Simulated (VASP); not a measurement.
# Al2O3 (Corundum) (R-3c) in VASP: a series of runs, part 2 of 2

VASP 6.6.1. The steps go on from the part before.

## 3. Relaxation of cell and atoms, rev-vdW-DF2

The input, INCAR:

```
SYSTEM = Al2O3
PREC = Accurate ; ENCUT = 600
EDIFF = 1E-6 ; ISMEAR = -1
SIGMA = 0.05 ; LREAL = .False.
LASPH = .True. ; NELM = 100
ALGO = Normal ; ISIF = 3
LWAVE = .False. ; LCHARG = .False.
GGA = MK ; LUSE_VDW = .True.
AGGAC = 0.0 ; PARAM1 = 0.1234
PARAM2 = 0.711357 ; ZAB_VDW = -1.8867
IBRION = 2 ; NSW = 60
EDIFFG = -0.005
```

The input, KPOINTS:

```
regular mesh
0
Gamma
  7 7 7
  0 0 0
```

The input, POSCAR:

```
Al2O3
1.0
    2.3802500000      1.3742379782      4.3318666667
   -2.3802500000      1.3742379782      4.3318666667
    0.0000000000     -2.7484759565      4.3318666667
Al O
4 6
Direct
    0.8521600000      0.8521600000      0.8521600000
    0.6478400000      0.6478400000      0.6478400000
    0.1478400000      0.1478400000      0.1478400000
    0.3521600000      0.3521600000      0.3521600000
    0.0566800000      0.7500000000      0.4433200000
    0.7500000000      0.4433200000      0.0566800000
    0.4433200000      0.0566800000      0.7500000000
    0.9433200000      0.2500000000      0.5566800000
    0.2500000000      0.5566800000      0.9433200000
    0.5566800000      0.9433200000      0.2500000000
```

Potentials or basis: VASP PAW PBE potentials, release 64 (Al, O).

Launch:

```console
cat potpaw_PBE.64/Al/POTCAR potpaw_PBE.64/O/POTCAR > POTCAR
mpirun -np 1 vasp_std > vasp.out
```

Run time: 12 min. Hardware: 1 thread of Intel Xeon 6975P-C (Granite Rapids), shared host; peak memory 0.69 GiB.

It converged, with:

| Item | Value |
| --- | --- |
| Free energy | -63.6737 eV |
| Relaxed volume | 8.64 Å³/atom |
| Relaxed cell | a = 5.156 Å, b = 5.156 Å, c = 5.156 Å, α = 55.36°, β = 55.36°, γ = 55.36° |
| Space group after relaxing (to 0.05 Å) | R-3c (No. 167) |
| Energy gained by relaxing | 1.8 meV/atom |
| Ionic steps | 7 |
| Pressure after relaxing | -0.1 GPa |
| Largest force after relaxing | 0.004 eV/Å |
| Band gap on the k mesh | 6.09 eV, direct |

Forces on the atoms (eV/Å):
```
Al   0.000  0.000  0.004
Al   0.000  0.000 -0.004
Al   0.000  0.000 -0.004
Al   0.000  0.000  0.004
O    0.001  0.002  0.000
O    0.001 -0.002  0.000
O   -0.002  0.000  0.000
O   -0.001 -0.002  0.000
O   -0.001  0.002  0.000
O    0.002  0.000  0.000
```

The path:
| step | energy change (eV) | largest force (eV/Å) | pressure (GPa) | volume (Å³) |
| --- | --- | --- | --- | --- |
| 1 | 0.0000 | 0.0458 | 4.04 | 85.02 |
| 2 | -0.0046 | 0.0405 | -3.37 | 87.68 |
| 3 | -0.0179 | 0.0356 | -0.04 | 86.43 |
| 4 | -0.0179 | 0.0359 | 0.04 | 86.41 |
| 5 | -0.0182 | 0.0116 | 0.06 | 86.41 |
| 6 | -0.0182 | 0.0094 | 0.07 | 86.41 |
| 7 | -0.0182 | 0.0037 | -0.05 | 86.45 |

Final structure:
```xyz
10
Lattice="2.3949 1.3827 4.3511 -2.3949 1.3827 4.3511 0.0000 -2.7654 4.3511" Properties=species:S:1:pos:R:3 pbc="T T T"
Al    0.0000    0.0000   11.1250
Al    0.0000    0.0000    8.4551
Al    0.0000    0.0000    1.9284
Al    0.0000    0.0000    4.5983
O    -1.6620   -0.1132    5.4389
O     0.7329    1.4959    5.4389
O     0.9290   -1.3827    5.4389
O     1.6620    0.1132    7.6145
O    -0.7329   -1.4959    7.6145
O    -0.9290    1.3827    7.6145
```

Levels at points of the mesh, in eV from the valence-band top:
```
           k point  band 20  band 21  band 22  band 23  band 24  band 25  band 26  band 27  band 28  band 29
(0.00, 0.00, 0.00)    -0.48    -0.48    -0.05    -0.05     0.00     6.09     9.03    10.57    11.47    11.47
```

Caveat: the PAW data sets were made with another functional, which shifts forces and pressure a little; an odd mesh through Γ misses points on the zone boundary, where band edges often lie. Zero-point motion and thermal expansion aren't in these numbers.

## 4. Relaxation of cell and atoms, vdW-DF

The input, INCAR:

```
SYSTEM = Al2O3
  PREC = Accurate
  ENCUT = 600
  EDIFF = 1E-6
  ISMEAR = -1
  SIGMA = 0.05
  LREAL = .FALSE.
  LASPH = .TRUE.
  NELM = 80
  ALGO = Normal
  ISIF = 3
  LWAVE = .FALSE.
  LCHARG = .FALSE.
  GGA = RE
  LUSE_VDW = .TRUE.
  AGGAC = 0.0
  IBRION = 2
  NSW = 40
  EDIFFG = -0.02
```

The input, KPOINTS:

```
Automatic mesh
0
G
  7 7 7
  0 0 0
```

POSCAR is that of step 3.

Launch:

```console
cat potpaw_PBE.64/Al/POTCAR potpaw_PBE.64/O/POTCAR > POTCAR
mpirun -np 1 vasp_std > vasp.out
```

It took 8.4 min on 1 thread of Intel Xeon 6975P-C (Granite Rapids), shared host; peak memory 0.69 GiB.

It converged, with:

| Property | Result |
| --- | --- |
| Free energy | -56.8652 eV |
| Relaxed volume | 8.91 Å³/atom |
| Relaxed cell | a = 5.211 Å, b = 5.211 Å, c = 5.211 Å, α = 55.27°, β = 55.27°, γ = 55.27° |
| Space group after relaxing (to 0.05 Å) | R-3c (No. 167) |
| Energy gained by relaxing | 14.3 meV/atom |
| Ionic steps | 5 |
| Pressure after relaxing | 0.2 GPa |
| Largest force after relaxing | 0.011 eV/Å |
| Band gap on the k mesh | 5.95 eV, direct |

Forces in eV/Å, atoms in the order of the input:
```
Al   0.000  0.000  0.011
Al   0.000  0.000 -0.011
Al   0.000  0.000 -0.011
Al   0.000  0.000  0.011
O   -0.001 -0.001  0.000
O   -0.001  0.001  0.000
O    0.002  0.000  0.000
O    0.001  0.001  0.000
O    0.001 -0.001  0.000
O   -0.002  0.000  0.000
```

Stress tensor (GPa, compression positive):
```
0.21 0.00 0.00
0.00 0.21 0.00
0.00 0.00 0.04
```

The path:
```
step  energy change (eV)  largest force (eV/Å)  pressure (GPa)  volume (Å³)
   1              0.0000                0.0353           11.59        85.02
   2             -0.0422                0.0844           -8.35        92.81
   3             -0.1424                0.0472           -0.04        89.13
   4             -0.1423                0.0467            0.17        89.05
   5             -0.1428                0.0108            0.15        89.07
```

Final structure:
```
CELL_PARAMETERS angstrom
2.41720 1.39557 4.40053
-2.41720 1.39557 4.40053
0.00000 -2.79115 4.40053
ATOMIC_POSITIONS crystal
Al 0.85235 0.85235 0.85235
Al 0.64765 0.64765 0.64765
Al 0.14765 0.14765 0.14765
Al 0.35235 0.35235 0.35235
O 0.05658 0.75000 0.44342
O 0.75000 0.44342 0.05658
O 0.44342 0.05658 0.75000
O 0.94342 0.25000 0.55658
O 0.25000 0.55658 0.94342
O 0.55658 0.94342 0.25000
```

Levels at points of the mesh, in eV from the valence-band top:
| k point | band 21 | band 22 | band 23 | band 24 | band 25 | band 26 | band 27 | band 28 |
| --- | --- | --- | --- | --- | --- | --- | --- | --- |
| (0.00, 0.00, 0.00) | -0.43 | -0.04 | -0.04 | 0.00 | 5.95 | 9.13 | 10.36 | 11.46 |

Caveat: the PAW data sets were made with another functional, which shifts forces and pressure a little; an odd mesh through Γ misses points on the zone boundary, where band edges often lie.

## 5. Relaxation of cell and atoms, vdW-DF2

The input, INCAR:

```
AGGAC    = 0.0          
ALGO     = Normal         # electronic algorithm
EDIFF    = 1E-7           # SCF threshold, eV
EDIFFG   = -0.01          # ionic threshold
ENCUT    = 600            # plane-wave cutoff, eV
GGA      = ML             # functional
IBRION   = 2              # ionic algorithm
ISIF     = 3              # what is computed and relaxed
ISMEAR   = -1             # smearing method
LASPH    = True           # aspherical terms in the spheres
LCHARG   = False          # write CHGCAR
LREAL    = False          # projectors in reciprocal space
LUSE_VDW = True         
LWAVE    = False          # write WAVECAR
NELM     = 60             # most SCF steps
NSW      = 60             # ionic steps
PREC     = Accurate       # precision mode
SIGMA    = 0.05           # smearing width, eV
ZAB_VDW  = -1.8867
```

The input, KPOINTS:

```
k-points
0
Gamma
  7 7 7
```

POSCAR is that of step 4.

Launch:

```console
cat potpaw_PBE.64/Al/POTCAR potpaw_PBE.64/O/POTCAR > POTCAR
mpirun -np 1 vasp_std > vasp.out
```

Run time: 15 min. Hardware: 1 thread of Intel Xeon 6975P-C (Granite Rapids), shared host; peak memory 0.7 GiB.

Results (log left out):

```
Free energy                            : -59.0018 eV
Relaxed volume                         : 9.01 Å³/atom
Relaxed cell                           : a = 5.228 Å, b = 5.228 Å, c = 5.228 Å, α = 55.33°, β = 55.33°, γ = 55.33°
Space group after relaxing (to 0.05 Å) : R-3c (No. 167)
Energy gained by relaxing              : 21.5 meV/atom
Ionic steps                            : 9
Pressure after relaxing                : 0.0 GPa
Band gap on the k mesh                 : 5.75 eV, direct
```

Step by step:
```csv
step,energy change (eV),largest force (eV/Å),pressure (GPa),volume (Å³)
1,0.0000,0.1215,14.15,85.02
2,-0.0681,0.1216,-9.77,94.59
3,-0.2125,0.1148,-0.10,90.08
4,-0.2125,0.1148,0.15,89.98
5,-0.2143,0.0346,0.16,89.99
6,-0.2143,0.0145,0.17,90.00
7,-0.2146,0.0033,-0.14,90.12
8,-0.2146,0.0039,-0.12,90.12
9,-0.2146,0.0011,0.03,90.05
```

Final structure:
```
CELL_PARAMETERS angstrom
2.42716 1.40132 4.41285
-2.42716 1.40132 4.41285
0.00000 -2.80264 4.41285
ATOMIC_POSITIONS crystal
Al 0.85300 0.85300 0.85300
Al 0.64700 0.64700 0.64700
Al 0.14700 0.14700 0.14700
Al 0.35300 0.35300 0.35300
O 0.05651 0.75000 0.44349
O 0.75000 0.44349 0.05651
O 0.44349 0.05651 0.75000
O 0.94349 0.25000 0.55651
O 0.25000 0.55651 0.94349
O 0.55651 0.94349 0.25000
```

Levels at points of the mesh, in eV from the valence-band top:
```tsv
k point	band 21	band 22	band 23	band 24	band 25	band 26	band 27	band 28
(0.00, 0.00, 0.00)	-0.42	-0.05	-0.05	0.00	5.75	9.05	10.02	11.24
```

Caveat: the PAW data sets were made with another functional, which shifts forces and pressure a little; an odd mesh through Γ misses points on the zone boundary, where band edges often lie.

## 6. Summary

```csv
level,gap on the mesh (eV),pressure (GPa),relaxed volume (Å³/atom),largest force (eV/Å)
optPBE-vdW,6.05,0.1,8.76,0.01
rev-vdW-DF2,6.09,-0.1,8.64,-
vdW-DF,5.95,0.2,8.91,0.01
vdW-DF2,5.75,0.0,9.01,-
```

Alike in all rows: task relaxation of cell and atoms; potentials or basis VASP PAW PBE potentials, release 64 (Al, O); no spin polarisation; cell relaxed; k mesh 7 × 7 × 7; cutoff (eV) 600; smearing fermi-dirac 0.05 eV.

Caveats: the PAW data sets were made with another functional, which shifts forces and pressure a little; an odd mesh through Γ misses points on the zone boundary, where band edges often lie.

Absolute energies hang on the potentials; compare differences alone.
